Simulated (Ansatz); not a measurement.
## AlNi3: what changed settings do

All trials start from this Ansatz input:

```yaml
crystal:
  lattice:
    - [3.5230547267, 0.0, 0.0]
    - [0.0, 3.5230547267, 0.0]
    - [0.0, 0.0, 3.5230547267]
  atoms:
    - { symbol: Al, position: [0.0, 0.0, 0.0] }
    - { symbol: Ni, position: [0.0, 0.5, 0.5], spin: 2.0 }
    - { symbol: Ni, position: [0.5, 0.0, 0.5], spin: 2.0 }
    - { symbol: Ni, position: [0.5, 0.5, 0.0], spin: 2.0 }
basis:
  ecutwfc: 420
kpoints:
  mp_grid: { grid: [4, 4, 4] }
hamiltonian:
  xc: pbe
scf:
  occupations: { method: gaussian, width: 0.1 }
  lower_state_search: "off"
output:
  forces: true
  stress: true
  eigenvalues: true
  populations: true
magnetization:
  spin_polarized: true
```

Command:

```bash
ansatz run input.yaml --threads 1 --pin off --max-ram 1331MiB --backend cpu --events-out ev --progress --plain --runs-dir out
```

The run converges in 15 SCF iterations on 10 irreducible k-points: pressure 6.71 GPa, no gap, cell moment 0.00 μB. It warns that the starting moments were lost.

These settings were drawn at random to show what each does; none of the numbers is a converged property of the crystal. Each trial's input is given as a difference from the reference's; energies are extrapolated to zero smearing where there is one, and pressure is positive in compression. Charged cells sit in a uniform background, and their pressures hang on that convention.

Trial 1:

```diff
 crystal:
   atoms:
-    - { symbol: Ni, position: [0.0, 0.5, 0.5], spin: 2.0 }
-    - { symbol: Ni, position: [0.5, 0.0, 0.5], spin: 2.0 }
-    - { symbol: Ni, position: [0.5, 0.5, 0.0], spin: 2.0 }
+    - { symbol: Ni, position: [0.0, 0.5, 0.5] }
+    - { symbol: Ni, position: [0.5, 0.0, 0.5] }
+    - { symbol: Ni, position: [0.5, 0.5, 0.0] }
 basis:
-  ecutwfc: 420
+  ecutwfc: 660
 kpoints:
-  mp_grid: { grid: [4, 4, 4] }
+  mp_grid: { grid: [2, 2, 2] }
 hamiltonian:
+  dispersion: d3bjatm
 scf:
-  lower_state_search: "off"
 output:
-  populations: true
-magnetization:
-  spin_polarized: true
```

The run converges in 8 SCF iterations on 4 irreducible k-points: pressure 0.49 GPa, no gap.

Trial 2:

```diff
 crystal:
   atoms:
-    - { symbol: Ni, position: [0.0, 0.5, 0.5], spin: 2.0 }
-    - { symbol: Ni, position: [0.5, 0.0, 0.5], spin: 2.0 }
-    - { symbol: Ni, position: [0.5, 0.5, 0.0], spin: 2.0 }
+    - { symbol: Ni, position: [0.0, 0.5, 0.5] }
+    - { symbol: Ni, position: [0.5, 0.0, 0.5] }
+    - { symbol: Ni, position: [0.5, 0.5, 0.0] }
 hamiltonian:
-  xc: pbe
+  xc: pbesol
 scf:
-  lower_state_search: "off"
 output:
-  populations: true
-magnetization:
-  spin_polarized: true
```

The run converges in 7 SCF iterations on 10 irreducible k-points: pressure -1.25 GPa, no gap.

Trial 3:

```diff
 crystal:
   atoms:
-    - { symbol: Ni, position: [0.0, 0.5, 0.5], spin: 2.0 }
-    - { symbol: Ni, position: [0.5, 0.0, 0.5], spin: 2.0 }
-    - { symbol: Ni, position: [0.5, 0.5, 0.0], spin: 2.0 }
+    - { symbol: Ni, position: [0.0, 0.5, 0.5] }
+    - { symbol: Ni, position: [0.5, 0.0, 0.5] }
+    - { symbol: Ni, position: [0.5, 0.5, 0.0] }
 kpoints:
-  mp_grid: { grid: [4, 4, 4] }
+  mp_grid: { grid: [2, 2, 2] }
 hamiltonian:
+  hubbard: { sites: [{ species: Ni, l: d, u_eff: 4.7 }] }
 scf:
-  lower_state_search: "off"
 output:
-  populations: true
-magnetization:
-  spin_polarized: true
```

The run converges in 9 SCF iterations on 4 irreducible k-points: pressure 6.76 GPa, no gap. It warns that the count of filled bands differs between k-points. Under a U the state reached may not be the lowest.

Trial 4 (strained):

```diff
 crystal:
   lattice:
-    - [3.5230547267, 0.0, 0.0]
-    - [0.0, 3.5230547267, 0.0]
-    - [0.0, 0.0, 3.5230547267]
+    - [3.5483795139, -0.0322803427, 0.0011426973]
+    - [-0.0322803427, 3.4861991843, -0.0608667508]
+    - [0.0011426973, -0.0608667508, 3.5263960701]
   atoms:
-    - { symbol: Ni, position: [0.0, 0.5, 0.5], spin: 2.0 }
-    - { symbol: Ni, position: [0.5, 0.0, 0.5], spin: 2.0 }
-    - { symbol: Ni, position: [0.5, 0.5, 0.0], spin: 2.0 }
+    - { symbol: Ni, position: [0.0, 0.5, 0.5] }
+    - { symbol: Ni, position: [0.5, 0.0, 0.5] }
+    - { symbol: Ni, position: [0.5, 0.5, 0.0] }
+total_charge: -1
 kpoints:
-  mp_grid: { grid: [4, 4, 4] }
+  mp_grid: { kspacing: 1.5 }
 scf:
-  lower_state_search: "off"
+  algorithm: density_mixing
+  max_iter: 62
 output:
-  populations: true
-magnetization:
-  spin_polarized: true
```

The run converges in 12 SCF iterations on 8 irreducible k-points: pressure -13.07 GPa (with the neutralising background of the charged cell), no gap.

Trial 5:

```diff
 crystal:
   atoms:
-    - { symbol: Ni, position: [0.0, 0.5, 0.5], spin: 2.0 }
-    - { symbol: Ni, position: [0.5, 0.0, 0.5], spin: 2.0 }
-    - { symbol: Ni, position: [0.5, 0.5, 0.0], spin: 2.0 }
+    - { symbol: Ni, position: [0.0, 0.5, 0.5] }
+    - { symbol: Ni, position: [0.5, 0.0, 0.5] }
+    - { symbol: Ni, position: [0.5, 0.5, 0.0] }
 basis:
+  xc_grid: 2
 kpoints:
-  mp_grid: { grid: [4, 4, 4] }
+  mp_grid: { kspacing: 0.88 }
 scf:
-  lower_state_search: "off"
 output:
-  populations: true
-magnetization:
-  spin_polarized: true
```

The run converges in 6 SCF iterations on 4 irreducible k-points: energy 49.7 meV per atom above the reference, pressure 8.27 GPa, no gap.

Trial 6:

```diff
 crystal:
   atoms:
-    - { symbol: Ni, position: [0.0, 0.5, 0.5], spin: 2.0 }
-    - { symbol: Ni, position: [0.5, 0.0, 0.5], spin: 2.0 }
-    - { symbol: Ni, position: [0.5, 0.5, 0.0], spin: 2.0 }
+    - { symbol: Ni, position: [0.0, 0.5, 0.5] }
+    - { symbol: Ni, position: [0.5, 0.0, 0.5] }
+    - { symbol: Ni, position: [0.5, 0.5, 0.0] }
 basis:
-  ecutwfc: 420
+  ecutwfc: 220
 kpoints:
-  mp_grid: { grid: [4, 4, 4] }
+  mp_grid: { kspacing: 0.81 }
 hamiltonian:
+  dispersion: d3bjatm
+  pseudopotentials: { kind: nc }
 scf:
-  occupations: { method: gaussian, width: 0.1 }
-  lower_state_search: "off"
+  occupations: { method: gaussian, width: "0.01 Ry" }
+  n_extra_bands: 30
 output:
-  populations: true
-magnetization:
-  spin_polarized: true
```

The run converges in 12 SCF iterations on 4 irreducible k-points: pressure -133 GPa (unreliable at so low a cutoff), no gap. It warns that the cutoff lies under the recommended one, 1400 eV for these potentials.

Trial 7 (volume scaled):

```diff
 crystal:
   lattice:
-    - [3.5230547267, 0.0, 0.0]
-    - [0.0, 3.5230547267, 0.0]
-    - [0.0, 0.0, 3.5230547267]
+    - [3.6803377241, 0.0, 0.0]
+    - [0.0, 3.6803377241, 0.0]
+    - [0.0, 0.0, 3.6803377241]
   atoms:
-    - { symbol: Ni, position: [0.0, 0.5, 0.5], spin: 2.0 }
-    - { symbol: Ni, position: [0.5, 0.0, 0.5], spin: 2.0 }
-    - { symbol: Ni, position: [0.5, 0.5, 0.0], spin: 2.0 }
+    - { symbol: Ni, position: [0.0, 0.5, 0.5], spin: 0.5 }
+    - { symbol: Ni, position: [0.5, 0.0, 0.5], spin: 0.5 }
+    - { symbol: Ni, position: [0.5, 0.5, 0.0], spin: 0.5 }
 kpoints:
-  mp_grid: { grid: [4, 4, 4] }
+  mp_grid: { kspacing: 0.65 }
 hamiltonian:
-  xc: pbe
+  xc: pw92
+  dispersion: d4
 scf:
-  occupations: { method: gaussian, width: 0.1 }
+  occupations: { method: tetrahedron_uncorrected }
 magnetization:
+  magnetic_field: 100
```

The run converges in 24 SCF iterations on 4 irreducible k-points: pressure -28.85 GPa, no gap, cell moment 0.08 μB (in the typed magnetic field). It warns that the printed bands weren't solved further after the SCF; that the dispersion damping is borrowed from another functional; that the starting moments were lost.

Trial 8:

```diff
 crystal:
   atoms:
-    - { symbol: Ni, position: [0.0, 0.5, 0.5], spin: 2.0 }
-    - { symbol: Ni, position: [0.5, 0.0, 0.5], spin: 2.0 }
-    - { symbol: Ni, position: [0.5, 0.5, 0.0], spin: 2.0 }
+    - { symbol: Ni, position: [0.0, 0.5, 0.5] }
+    - { symbol: Ni, position: [0.5, 0.0, 0.5] }
+    - { symbol: Ni, position: [0.5, 0.5, 0.0] }
 kpoints:
-  mp_grid: { grid: [4, 4, 4] }
+  mp_grid: { grid: [4, 5, 1] }
 hamiltonian:
-  xc: pbe
+  xc: revpbe
 scf:
-  lower_state_search: "off"
 output:
-  populations: true
-magnetization:
-  spin_polarized: true
```

The run converges in 9 SCF iterations on 9 irreducible k-points: pressure 9.88 GPa, no gap. It warns that the mesh lowers the symmetry.

Trial 9:

```diff
 crystal:
   atoms:
-    - { symbol: Ni, position: [0.0, 0.5, 0.5], spin: 2.0 }
-    - { symbol: Ni, position: [0.5, 0.0, 0.5], spin: 2.0 }
-    - { symbol: Ni, position: [0.5, 0.5, 0.0], spin: 2.0 }
+    - { symbol: Ni, position: [0.0, 0.5, 0.5] }
+    - { symbol: Ni, position: [0.5, 0.0, 0.5] }
+    - { symbol: Ni, position: [0.5, 0.5, 0.0] }
 scf:
-  occupations: { method: gaussian, width: 0.1 }
-  lower_state_search: "off"
+  occupations: { method: tetrahedron }
+  n_extra_bands: 5
 output:
-  populations: true
-magnetization:
-  spin_polarized: true
```

The run converges in 7 SCF iterations on 10 irreducible k-points: energy 4.26 meV per atom below the reference, pressure 6.78 GPa, no gap. It warns that the printed bands weren't solved further after the SCF; that forces and stress under tetrahedra may miss the energy's slope.

Trial 10:

```diff
 crystal:
   atoms:
-    - { symbol: Ni, position: [0.0, 0.5, 0.5], spin: 2.0 }
-    - { symbol: Ni, position: [0.5, 0.0, 0.5], spin: 2.0 }
-    - { symbol: Ni, position: [0.5, 0.5, 0.0], spin: 2.0 }
+    - { symbol: Ni, position: [0.0, 0.5, 0.5] }
+    - { symbol: Ni, position: [0.5, 0.0, 0.5] }
+    - { symbol: Ni, position: [0.5, 0.5, 0.0] }
 basis:
-  ecutwfc: 420
+  ecutwfc: 350
 scf:
-  lower_state_search: "off"
 output:
-  populations: true
-magnetization:
-  spin_polarized: true
```

The run converges in 7 SCF iterations on 10 irreducible k-points: energy 12.6 meV per atom above the reference, pressure 6.76 GPa, no gap. It warns that the cutoff lies under the recommended one, 420 eV for these potentials.